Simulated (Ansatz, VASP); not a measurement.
**One calculation of LiCl, two programs**

File INCAR:

```
  PREC = Accurate
  ENCUT = 520
  EDIFF = 1E-6
  ISMEAR = 0
  SIGMA = 0.01
  LREAL = False
  LASPH = True
  NELM = 60
  ALGO = Fast
  ISIF = 2
  LWAVE = False
  LCHARG = False
  GGA = PS
  NBANDS = 12
```

File KPOINTS:

```
Automatic mesh
0
Gamma
  6 6 6
```

The input POSCAR:

```
LiCl
1.0
    3.2711235777      0.0000000000      0.0000000000
    0.0000000000      3.2711235777      0.0000000000
    0.0000000000      0.0000000000      3.2711235777
Li Cl
1 1
Direct
    0.0000000000      0.0000000000      0.0000000000
    0.5000000000      0.5000000000      0.5000000000
```

Input for Ansatz:

```yaml
crystal:
  lattice:
    - [3.2711235777, 0.0, 0.0]
    - [0.0, 3.2711235777, 0.0]
    - [0.0, 0.0, 3.2711235777]
  atoms:
    - { symbol: Li, position: [0.0, 0.0, 0.0] }
    - { symbol: Cl, position: [0.5, 0.5, 0.5] }
kpoints:
  mp_grid: { grid: [6, 6, 6] }
hamiltonian:
  xc: pbesol
scf:
  occupations: { method: fixed }
  n_extra_bands: 4
output:
  forces: true
  stress: true
  eigenvalues: true
  write_density: true
  write_potential: true
  elf: true
  volumetric_format: npy
```

The cell was built by a generator and needn't be a form met in nature.

Alike in both runs: task single point; functional PBEsol; k mesh 6 × 6 × 6; no spin polarisation.

|  | VASP | Ansatz |
| --- | --- | --- |
| version | VASP 6.6.1 | Ansatz 0.2.0 |
| potentials or method | VASP PAW PBE potentials, release 64 (Li_sv, Cl) | plane waves, PAW |
| plane-wave cutoff (eV) | 520 | 420 |
| occupations | gaussian, width 0.01 eV | fixed |
| valence electrons in the cell | 10 | 10 |

Ansatz gave:

| Item | Value |
| --- | --- |
| gap on the k mesh at the Fermi level (eV) | 4.26 |

**Question.** What did VASP give for the same quantities?

**Answer.** gap on the k mesh at the Fermi level (eV): 4.28.

 A hybrid or GW would open this gap; PBEsol tends to underestimate it. A k mesh can miss the band edges.
